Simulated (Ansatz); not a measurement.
# HfC (NiAs type): from the first guess to the electronic structure

Task: find the zero-pressure cell of HfC (NiAs type) and describe its electrons. This structure was made by substitution into a known type, so it needn't be the compound's stable form.

Computed with Ansatz 0.2.0 (DFT PBEsol, scalar-relativistic, plane waves, PAW, unless a step's input says otherwise).

1 further run of the same task is left out (it didn't finish).

## 1. The structure to begin with

Symmetry: P6_3/mmc, No. 194, hexagonal system. The conventional cell has a = 3.426 Å, b = 3.426 Å, c = 4.774 Å, α = 90.00°, β = 90.00°, γ = 120.00°. Around Hf (site symmetry -3m) lie 6 C at 2.31 Å and 2 Hf at 2.39 Å. C (site symmetry -6m2) has 6 Hf at 2.31 Å as nearest neighbours.

Coordinates:

```
CELL_PARAMETERS angstrom
3.42554 0.00000 0.00000
-1.71277 2.96660 0.00000
0.00000 0.00000 4.77436
ATOMIC_POSITIONS crystal
Hf 0.00000 0.00000 0.00000
Hf 0.00000 0.00000 0.50000
C 0.33333 0.66667 0.25000
C 0.66667 0.33333 0.75000
```

## 2. Full relaxation

Contents of input.yaml:

```yaml
crystal:
  lattice:
    - [3.4255396858, 0.0, 0.0]
    - [-1.7127698429, 2.9666043895, 0.0]
    - [0.0, 0.0, 4.7743636847]
  atoms:
    - { symbol: Hf, position: [0.0, 0.0, 0.0] }
    - { symbol: Hf, position: [0.0, 0.0, 0.5] }
    - { symbol: C, position: [0.3333333333, 0.6666666667, 0.25] }
    - { symbol: C, position: [0.6666666667, 0.3333333333, 0.75] }
basis:
  ecutwfc: 420
  ecutrho_ratio: 4
kpoints:
  mp_grid: { grid: [10, 10, 6] }
hamiltonian:
  xc: pbesol
scf:
  occupations: { method: gaussian, width: 0.05 }
output:
  forces: true
  stress: true
  eigenvalues: true
relax:
  f_tol: 0.01
  max_steps: 60
  cell: { stress_tol: 0.04 }
```

Run with:

```
ansatz run input.yaml --threads 4 --pin off --max-ram 4096MiB --backend cpu --events-out ev --progress --plain --runs-dir out
```

The log of the run:

```text
Warning: RAYON_NUM_THREADS=4 ignored (pool sized by the plan → 4); use --threads N
Engine: ansatz 0.2.0, aarch64-unknown-linux-gnu
Pseudopotentials: kind: paw
Pseudopotential: Hf, paw, valence charge 26, recommended cutoff 420 eV (normal), Hf.paw.azcp
Pseudopotential: C, paw, valence charge 4, recommended cutoff 420 eV (normal), C.paw.azcp
Functional definition: PBEsol
  exchange = pbesol_x
  correlation = pbesol_c
Crystal: 4 atoms, lattice volume = 48.518 Å³
Basis set: ecut = 420 eV, 939 PW (Γ), exchange–correlation on 48×48×64 points (8 copies of the dense FFT grid, shifted against one another)
Bands: 36, of which v1, the nominal top of the filled ones, is band 30 counted from 1 (29 counted from 0)
Symmetry: 24 space group operations
Space group: P63/mmc (ITA 194), of the structure as read, at distance tolerance 3.6e-5 Å
k-points: 56 of 600
Non-local potential: Hf, projectors of the file, l = 0: 3, l = 1: 2, l = 2: 2, l = 3: 3
Non-local potential: C, projectors of the file, l = 0: 2, l = 1: 2, l = 2: 1
PAW form: soft (Blöchl's): semilocal exchange-correlation on the pseudo side does not see the compensation charge
PAW frozen core: Hf, regenerated for the run's functional, and the local potential with it (the file was generated under x = pbe(κ = 0.804, μ = 0.2195149727645171), c = pbe(β = 0.06672455060314922))
PAW frozen core: C, regenerated for the run's functional, and the local potential with it (the file was generated under x = pbe(κ = 0.804, μ = 0.2195149727645171), c = pbe(β = 0.06672455060314922))
PAW one-centre angular grid: Hf, 590 points (default); XC on 64 Gauss nodes
PAW one-centre angular grid: C, 110 points (default); XC on 64 Gauss nodes
Initial density: superposition of atomic densities (neutral atoms: chi_scale 0, normalization atom), corrected by the library's trained network
Initial wavefunctions: pseudopotential atomic-orbital guess
Functional: x = pbesol(κ = 0.804, μ = 0.12345679012345678), c = pbesol(β = 0.046)
SCF iter   1: F=—  HF=-31687.781221 eV  |F-HF|=—  |Δ(HF+E_count)|=         —  Δρ=1.51e-2  dr2=1.45e-1  ethr=1.77e-3  ⟨swp⟩=5.9  Hψ=6786  notcnv=0  defer=9
preconditioner: auto → Kerker (q_TF=auto, 2.827 Å⁻¹)  [metal: Δε(μ)=0.045 eV  Ē_g=17.086 eV  σ=0.050 eV  W_gap=0.48  n_scr=22 (ndim 8)  ℏωp=39.9 eV  f_vac=0.000  D(μ)=2.51/eV (n_scr^D=22)]
SCF iter   2: F=—  HF=-31687.753702 eV  |F-HF|=—  |Δ(HF+E_count)|=   2.75e-2  Δρ=5.33e-3  dr2=1.41e-2  ethr=2.42e-4  ⟨swp⟩=2.2  Hψ=3118  notcnv=0  defer=77
SCF iter   3: F=—  HF=-31687.751889 eV  |F-HF|=—  |Δ(HF+E_count)|=   1.81e-3  Δρ=1.79e-3  dr2=1.25e-3  ethr=2.35e-5  ⟨swp⟩=2.2  Hψ=3325  notcnv=0  defer=77
SCF iter   4: F=—  HF=-31687.751630 eV  |F-HF|=—  |Δ(HF+E_count)|=   2.59e-4  Δρ=1.02e-3  dr2=3.58e-4  ethr=2.09e-6  ⟨swp⟩=2.5  Hψ=3675  notcnv=0  defer=77
SCF iter   5: F=—  HF=-31687.751568 eV  |F-HF|=—  |Δ(HF+E_count)|=   6.20e-5  Δρ=3.43e-4  dr2=5.19e-5  ethr=5.97e-7  ⟨swp⟩=2.4  Hψ=3390  notcnv=0  defer=77
SCF iter   6: F=—  HF=-31687.751584 eV  |F-HF|=—  |Δ(HF+E_count)|=   1.60e-5  Δρ=6.02e-5  dr2=2.15e-6  ethr=8.66e-8  ⟨swp⟩=2.5  Hψ=3584  notcnv=0  defer=77
SCF iter   7: F=—  HF=-31687.751584 eV  |F-HF|=—  |Δ(HF+E_count)|=   1.96e-7  Δρ=1.39e-5  dr2=1.29e-7  ethr=3.58e-9  ⟨swp⟩=2.8  Hψ=3498  notcnv=0  defer=77
SCF iter   8: F=-31687.751584 eV  HF=-31687.751584 eV  |F-HF|=4.35e-9  |Δ(HF+E_count)|=   1.48e-8  Δρ=2.85e-6  dr2=3.16e-9  ethr=1.67e-10  ⟨swp⟩=10.8  Hψ=10474  notcnv=0
SCF 1 converged in 8 iterations: F = -31687.751584 eV  dr2 = 3.16e-9
relax step   1: F+E_penalty+E_count = -31687.75158442 eV  Δ(F+E_penalty+E_count) = +0.000e0 eV  max|allowed force component| = 6.291e-16 eV/Å  Δτ_max = 0.0000 Å  P = +26.136 GPa  Ω = 48.518 Å³  (8 SCF iters, dr2 threshold 1.00e-7 eV, accepted)
Crystal: 4 atoms, lattice volume = 49.948 Å³
Basis set: ecut = 420 eV, 977 PW (Γ), exchange–correlation on 48×48×64 points (8 copies of the dense FFT grid, shifted against one another)
Initial density: handed on by an earlier stage of this run
Initial wavefunctions: those handed on with the density
iter 1 solved again at ethr=1.17e-4 eV; its pass at ethr=3.10e-3 eV (dr2=7.04e-2 eV) is discarded
SCF iter   1: F=—  HF=-31689.242779 eV  |F-HF|=—  |Δ(HF+E_count)|=         —  Δρ=1.09e-2  dr2=7.43e-2  ethr=1.17e-4  ⟨swp⟩=2.1  Hψ=11975  notcnv=0
preconditioner: auto → Resta (q_TF=auto, 2.813 Å⁻¹)  ε∞=6.3  [insulator: Δε(μ)=0.067 eV  Ē_g=17.005 eV  σ=0.050 eV  W_gap=0.52  n_scr=22 (ndim 8)  ℏωp=39.3 eV  f_vac=0.000  D(μ)=2.28/eV (n_scr^D=22)  ε∞_Penn≈6.3]
SCF iter   2: F=—  HF=-31689.226091 eV  |F-HF|=—  |Δ(HF+E_count)|=   1.67e-2  Δρ=4.83e-3  dr2=1.01e-2  ethr=1.17e-4  ⟨swp⟩=2.0  Hψ=2780  notcnv=0
preconditioner: auto → Kerker (q_TF=auto, 2.813 Å⁻¹)  [metal: Δε(μ)=0.024 eV  Ē_g=17.014 eV  σ=0.050 eV  W_gap=0.27  n_scr=22 (ndim 8)  ℏωp=39.3 eV  f_vac=0.000  D(μ)=2.16/eV (n_scr^D=22)]
SCF iter   3: F=—  HF=-31689.223587 eV  |F-HF|=—  |Δ(HF+E_count)|=   2.50e-3  Δρ=1.80e-3  dr2=1.59e-3  ethr=1.68e-5  ⟨swp⟩=2.6  Hψ=3701  notcnv=0
SCF iter   4: F=—  HF=-31689.223293 eV  |F-HF|=—  |Δ(HF+E_count)|=   2.94e-4  Δρ=5.60e-4  dr2=1.40e-4  ethr=2.65e-6  ⟨swp⟩=2.0  Hψ=3263  notcnv=0
SCF iter   5: F=—  HF=-31689.223065 eV  |F-HF|=—  |Δ(HF+E_count)|=   2.28e-4  Δρ=2.77e-4  dr2=4.16e-5  ethr=2.34e-7  ⟨swp⟩=2.0  Hψ=3695  notcnv=0
SCF iter   6: F=—  HF=-31689.223098 eV  |F-HF|=—  |Δ(HF+E_count)|=   3.23e-5  Δρ=8.40e-5  dr2=4.18e-6  ethr=6.93e-8  ⟨swp⟩=2.8  Hψ=3663  notcnv=0
SCF iter   7: F=-31689.223097 eV  HF=-31689.223097 eV  |F-HF|=1.25e-7  |Δ(HF+E_count)|=   1.00e-6  Δρ=1.79e-5  dr2=9.35e-8  ethr=6.67e-10  ⟨swp⟩=4.2  Hψ=9905  notcnv=0
the search or the solves at the SCF's close seem to have found levels that the self-consistency loop had missed (the run counts 1). By its estimate they hold under 1e-12 electrons; where the run keeps them, the occupations were computed again with them
SCF 2 converged in 7 iterations: F = -31689.223097 eV  dr2 = 9.35e-8
relax step   2: F+E_penalty+E_count = -31689.22309656 eV  Δ(F+E_penalty+E_count) = -1.472e0 eV  max|allowed force component| = 3.701e-16 eV/Å  Δτ_max = 0.0000 Å  P = +16.042 GPa  Ω = 49.948 Å³  energy of the carried Pulay correction = -2.898e-3 eV  (7 SCF iters, dr2 threshold 4.00e-7 eV, accepted)
Crystal: 4 atoms, lattice volume = 50.645 Å³
iter 1 solved again at ethr=4.35e-5 eV; its pass at ethr=3.10e-3 eV (dr2=2.61e-2 eV) is discarded
SCF iter   1: F=—  HF=-31690.325836 eV  |F-HF|=—  |Δ(HF+E_count)|=         —  Δρ=7.31e-3  dr2=2.90e-2  ethr=4.35e-5  ⟨swp⟩=2.0  Hψ=12626  notcnv=0
preconditioner: auto → Resta (q_TF=auto, 2.806 Å⁻¹)  ε∞=6.3  [insulator: Δε(μ)=0.109 eV  Ē_g=16.989 eV  σ=0.050 eV  W_gap=0.87  n_scr=22 (ndim 8)  ℏωp=39.0 eV  f_vac=0.000  D(μ)=0.30/eV (n_scr^D=0)  ε∞_Penn≈6.3]
SCF iter   2: F=—  HF=-31690.319451 eV  |F-HF|=—  |Δ(HF+E_count)|=   6.39e-3  Δρ=3.62e-3  dr2=5.64e-3  ethr=4.35e-5  ⟨swp⟩=2.0  Hψ=2366  notcnv=0
SCF iter   3: F=—  HF=-31690.318023 eV  |F-HF|=—  |Δ(HF+E_count)|=   1.43e-3  Δρ=9.37e-4  dr2=4.27e-4  ethr=9.40e-6  ⟨swp⟩=2.0  Hψ=3607  notcnv=0
SCF iter   4: F=—  HF=-31690.317966 eV  |F-HF|=—  |Δ(HF+E_count)|=   5.75e-5  Δρ=2.36e-4  dr2=2.19e-5  ethr=7.12e-7  ⟨swp⟩=2.0  Hψ=3622  notcnv=0
SCF iter   5: F=—  HF=-31690.318029 eV  |F-HF|=—  |Δ(HF+E_count)|=   6.36e-5  Δρ=1.47e-4  dr2=9.14e-6  ethr=3.65e-8  ⟨swp⟩=2.9  Hψ=4358  notcnv=0
SCF iter   6: F=—  HF=-31690.318029 eV  |F-HF|=—  |Δ(HF+E_count)|=   4.00e-7  Δρ=3.73e-5  dr2=9.09e-7  ethr=1.52e-8  ⟨swp⟩=2.0  Hψ=2690  notcnv=0
SCF iter   7: F=-31690.318029 eV  HF=-31690.318029 eV  |F-HF|=4.26e-8  |Δ(HF+E_count)|=   9.15e-8  Δρ=1.31e-5  dr2=6.84e-8  ethr=6.67e-10  ⟨swp⟩=6.9  Hψ=10402  notcnv=0
SCF 3 converged in 7 iterations: F = -31690.318029 eV  dr2 = 6.84e-8
relax step   3: F+E_penalty+E_count = -31690.31802886 eV  Δ(F+E_penalty+E_count) = -1.095e0 eV  max|allowed force component| = 2.220e-16 eV/Å  Δτ_max = 0.0000 Å  P = +9.525 GPa  Ω = 50.645 Å³  energy of the carried Pulay correction = -4.562e-3 eV  (7 SCF iters, dr2 threshold 4.00e-7 eV, accepted)
[... from here on, the SCF cycles and remarks between the steps are left out ...]
relax step   4: F+E_penalty+E_count = -31690.95074083 eV  Δ(F+E_penalty+E_count) = -6.327e-1 eV  max|allowed force component| = 6.939e-16 eV/Å  Δτ_max = 0.0000 Å  P = +5.249 GPa  Ω = 50.956 Å³  energy of the carried Pulay correction = -5.602e-3 eV  (8 SCF iters, dr2 threshold 4.00e-7 eV, accepted)
relax step   5: F+E_penalty+E_count = -31691.12346844 eV  Δ(F+E_penalty+E_count) = -1.727e-1 eV  max|allowed force component| = 4.441e-16 eV/Å  Δτ_max = 0.0000 Å  P = -1.733 GPa  Ω = 51.978 Å³  energy of the carried Pulay correction = -7.786e-3 eV  (7 SCF iters, dr2 threshold 4.00e-7 eV, accepted)
relax step   6: F+E_penalty+E_count = -31691.12631768 eV  Δ(F+E_penalty+E_count) = -2.849e-3 eV  max|allowed force component| = 4.441e-16 eV/Å  Δτ_max = 0.0000 Å  P = +0.054 GPa  Ω = 51.590 Å³  energy of the carried Pulay correction = -7.127e-3 eV  (5 SCF iters, dr2 threshold 4.00e-7 eV, accepted)
relax step   7: F+E_penalty+E_count = -31691.12630059 eV  Δ(F+E_penalty+E_count) = +1.709e-5 eV  max|allowed force component| = 5.551e-16 eV/Å  Δτ_max = 0.0000 Å  P = +0.000 GPa  Ω = 51.601 Å³  energy of the carried Pulay correction = -7.146e-3 eV  (5 SCF iters, dr2 threshold 1.98e-8 eV, accepted)
relax step   8: F+E_penalty+E_count = -31691.17686110 eV  Δ(F+E_penalty+E_count) = -5.056e-2 eV  max|allowed force component| = 5.551e-16 eV/Å  Δτ_max = 0.0000 Å  P = +0.917 GPa  Ω = 51.601 Å³  stress off target by 2.66e0 GPa  SCF on the basis re-selected at this cell (its energy is not comparable with the rows above)  (8 SCF iters)
relax step   9: F+E_penalty+E_count = -31691.17852073 eV  Δ(F+E_penalty+E_count) = -1.660e-3 eV  max|allowed force component| = 3.238e-16 eV/Å  Δτ_max = 0.0000 Å  P = +0.066 GPa  Ω = 51.761 Å³  energy of the carried Pulay correction = -2.121e-4 eV  (5 SCF iters, dr2 threshold 4.00e-7 eV, accepted)
relax step  10: F+E_penalty+E_count = -31691.17851719 eV  Δ(F+E_penalty+E_count) = +3.543e-6 eV  max|allowed force component| = 1.295e-16 eV/Å  Δτ_max = 0.0000 Å  P = +0.001 GPa  Ω = 51.773 Å³  energy of the carried Pulay correction = -2.277e-4 eV  (3 SCF iters, dr2 threshold 1.11e-7 eV, accepted)
iter 1 solved again at ethr=1.65e-8 eV; its pass at ethr=3.10e-3 eV (dr2=9.89e-6 eV) is discarded
SCF iter   1: F=—  HF=-31691.178740 eV  |F-HF|=—  |Δ(HF+E_count)|=         —  Δρ=1.91e-5  dr2=7.82e-8  ethr=1.65e-8  ⟨swp⟩=3.9  Hψ=13041  notcnv=0
SCF iter   2: F=—  HF=-31691.178756 eV  |F-HF|=—  |Δ(HF+E_count)|=   1.64e-5  Δρ=1.08e-5  dr2=3.05e-8  ethr=1.30e-10  ⟨swp⟩=2.3  Hψ=3565  notcnv=0
SCF iter   3: F=—  HF=-31691.178756 eV  |F-HF|=—  |Δ(HF+E_count)|=   8.25e-9  Δρ=2.17e-6  dr2=3.22e-9  ethr=5.09e-11  ⟨swp⟩=2.0  Hψ=3239  notcnv=0
SCF iter   4: F=—  HF=-31691.178756 eV  |F-HF|=—  |Δ(HF+E_count)|=   2.15e-9  Δρ=1.18e-6  dr2=3.15e-10  ethr=5.36e-12  ⟨swp⟩=2.1  Hψ=3736  notcnv=0
SCF iter   5: F=—  HF=-31691.178756 eV  |F-HF|=—  |Δ(HF+E_count)|=  1.60e-10  Δρ=3.08e-7  dr2=4.39e-11  ethr=1.00e-12  ⟨swp⟩=2.1  Hψ=3041  notcnv=0
SCF iter   6: F=-31691.178756 eV  HF=-31691.178756 eV  |F-HF|=7.28e-12  |Δ(HF+E_count)|=  1.82e-11  Δρ=9.18e-8  dr2=1.96e-12  ethr=1.00e-12  ⟨swp⟩=6.5  Hψ=10535  notcnv=0
SCF 11 converged in 6 iterations: F = -31691.178756 eV  dr2 = 1.96e-12
relax step  11: F+E_penalty+E_count = -31691.17875601 eV  Δ(F+E_penalty+E_count) = -2.388e-4 eV  max|allowed force component| = 1.758e-16 eV/Å  Δτ_max = 0.0000 Å  P = -0.001 GPa  Ω = 51.773 Å³  stress off target by 5.27e-3 GPa  SCF on the basis re-selected at this cell (its energy is not comparable with the rows above)  (6 SCF iters)
basis re-selected at this cell: Δ(F+E_penalty+E_count) = -2.388e-4 eV, ΔP = -0.002 GPa vs the last step (what re-selecting the basis moved, of the pressure what is left beyond the Pulay correction that the steps carried, after the strain that the cell walked since its last selection, with what the two solves' SCF thresholds leave and, on support functions, any second-order correction that the steps lacked; it is no measure of the basis error at this ecutwfc). This SCF's stress stands 5.27e-3 GPa from its target on what of the cell is left free (relax.cell.stress_tol is 4.00e-2 GPa) and its largest allowed force component is 1.76e-16 eV/Å (relax.f_tol is 1.00e-2 eV/Å): within both
SCF converged after 6 iterations
Free energy (F): -31691.178756 eV
Harris-Foulkes:  -31691.178756 eV  (|F-HF|=7.28e-12)
Internal energy: -31691.177386 eV  (E = F + TS)
E sigma→0 (E₀):  -31691.178071 eV
Entropy (-TS):   -0.001370 eV (-0.343 meV/atom)
Fermi energy:    19.193769 eV
--- Per-component energies (eV) ---
  E_band       = 173.777781
  E_kinetic    = 1024.073141
  E_local      = -10332.756000  (includes V_loc(G=0)·N_el)
  E_nonlocal   = -2422.309259
  E_hartree    = 4867.044625
  E_xc         = -692.369732
  E_vxc        = -652.695880  (∫ρ·V_xc dr)
  E_paw        = -13805.729502  (= ΣΔE_a)
  E_vpaw       = 2823.376382  (= ΣTr[D̂ρ^β])
  E_aug_tail   = 0.000011  (compensation charges beyond the density's cutoff)
  E_ewald      = -10331.675054
  E_core_change = 2.544384  (= ΣΔE_core)
  E_smearing   = -0.001370  (= −TS)
  E_closure    = 0.000000  (closes the sum)
  Σ components = -31691.178756   (vs F -31691.178756, Δ=0.00e0)
--- Forces (eV/Å), atoms counted from 1 ---
  atom   1  Hf     0.00000000     0.00000000     0.00000000
  atom   2  Hf     0.00000000    -0.00000000     0.00000000
  atom   3  C      0.00000000    -0.00000000     0.00000000
  atom   4  C      0.00000000     0.00000000    -0.00000000
  max |Σ_I F_I| component: 3.70e-17 eV/Å
--- Stress (GPa, compression-positive) ---
       -0.004656       0.000000      -0.000000
        0.000000      -0.004656      -0.000000
       -0.000000      -0.000000       0.005270
  P = ⅓ Tr σ = -0.0013 GPa (-0.013 kbar)
--- Band table (eV; the first three rows and the last of 56) ---
  k-point 0: bands = ["-41.9202", "-41.8432", "-11.2547", "-10.4478", "-10.4478", "-10.3237", "-10.3237", "-10.0755", "7.2444", "8.0530", "8.1183", "8.1267", "8.1556", "8.1556", "8.1868", "8.1868", "8.2042", "8.2042", "8.2091", "8.2103", "8.2397", "8.2626", "8.2626", "10.7316", "13.2720", "16.8667", "16.8667", "17.9358", "20.0674", "20.6847", "20.6847", "21.2707", "21.2707", "21.3998", "21.3998", "25.6232"]
  k-point 1: bands = ["-41.9151", "-41.8484", "-11.1819", "-10.4396", "-10.4396", "-10.3321", "-10.3321", "-10.1616", "7.3990", "8.0553", "8.1219", "8.1308", "8.1590", "8.1590", "8.1911", "8.1911", "8.2011", "8.2011", "8.2092", "8.2103", "8.2317", "8.2568", "8.2568", "10.2773", "13.8088", "17.0002", "17.0002", "17.7714", "19.8537", "19.8537", "20.1851", "21.4137", "21.4137", "22.1940", "22.1940", "25.4111"]
  k-point 2: bands = ["-41.9011", "-41.8626", "-10.9790", "-10.4171", "-10.4171", "-10.3910", "-10.3550", "-10.3550", "7.8066", "8.0582", "8.1439", "8.1492", "8.1683", "8.1683", "8.1924", "8.1924", "8.2034", "8.2034", "8.2094", "8.2100", "8.2258", "8.2414", "8.2414", "9.4351", "14.8893", "17.1179", "17.3931", "17.3931", "18.8608", "18.8608", "20.8438", "21.8194", "21.8194", "22.7280", "22.7280", "23.8395"]
  k-point 55: bands = ["-41.8449", "-41.8449", "-10.8372", "-10.8372", "-10.7268", "-10.7268", "-10.5665", "-10.5665", "8.1189", "8.1189", "8.1446", "8.1446", "8.1805", "8.1805", "8.1883", "8.1883", "8.2025", "8.2025", "8.2052", "8.2052", "8.2233", "8.2233", "10.2227", "10.2227", "15.3998", "15.3998", "16.5422", "16.5422", "17.1958", "17.1958", "21.3027", "21.3027", "23.6643", "23.6643", "25.1337", "25.1337"]
--- Relaxed structure (9 steps of the walk, 9 accepted, 2 SCFs on fresh bases) ---
  F+E_penalty+E_count = -31691.17875601 eV   max|allowed force component| = 1.758e-16 eV/Å   (the final SCF, on the basis selected at the relaxed cell)
  cell:  # Å, volume = 51.7725 Å³
    - [3.2332086790856347, -1.5435480522425907e-32, 0.0]
    - [-1.6166043395428173, 2.8000408518244884, 0.0]
    - [0.0, 0.0, 5.7187526075061506]
  atoms:
    - { symbol: Hf, position: [-1.765660501986507e-33, 3.607813184755793e-34, 5.478328568163937e-35] }
    - { symbol: Hf, position: [-1.661516398555506e-33, 2.674583157583726e-34, 0.5000000000000001] }
    - { symbol: C, position: [0.33333333333333337, 0.6666666666666667, 0.25000000000000006] }
    - { symbol: C, position: [0.6666666666666667, 0.33333333333333337, 0.7500000000000001] }
```

Run time: 31 s. Hardware: 4 threads of Arm Neoverse N1, shared host; peak memory 0.49 GiB.

Step by step:

| step | energy from step 1 (meV/atom) | largest force component (eV/Å) | pressure (GPa) | volume (Å³/atom) |
| --- | --- | --- | --- | --- |
| 1 | 0.0 | 0.000 | 26.14 | 12.130 |
| 2 | -367.9 | 0.000 | 16.04 | 12.487 |
| 3 | -641.6 | 0.000 | 9.53 | 12.661 |
| 4 | -799.8 | 0.000 | 5.25 | 12.739 |
| 5 | -843.0 | 0.000 | -1.73 | 12.994 |
| 6 | -843.7 | 0.000 | 0.05 | 12.897 |
| 7 | -843.7 | 0.000 | 0.00 | 12.900 |
| 8 | -856.3 | 0.000 | 0.92 | 12.900 |
| 9 | -856.7 | 0.000 | 0.07 | 12.940 |
| 10 | -856.7 | 0.000 | 0.00 | 12.943 |
| 11 | -856.8 | 0.000 | 0.00 | 12.943 |

Step 1 is the start. Step 8 repeats a cell on a basis chosen anew, so the energy can jump there without a move. Step 11 repeats the geometry before it on a plane-wave basis chosen anew for the final cell, which shifts the energy by -0.1 meV/atom. The run keeps the 24 symmetry operations that it found, so it can't reach a distortion that breaks them.

In short: volume 12.943 Å³/atom, pressure 0.00 GPa, a metal on this mesh.

## 3. The cell, before and after

How the cell compares, before and after:

| cell as typed | before | after | change |
| --- | --- | --- | --- |
| a (Å) | 3.426 | 3.233 | -5.6 % |
| b (Å) | 3.426 | 3.233 | -5.6 % |
| c (Å) | 4.774 | 5.719 | +19.8 % |
| volume (Å³/atom) | 12.130 | 12.943 | +6.7 % |
| shortest distance (Å) | 2.310 | 2.351 | +1.8 % |
| space group | P6_3/mmc | P6_3/mmc | same |

[end of part 1 of 2]
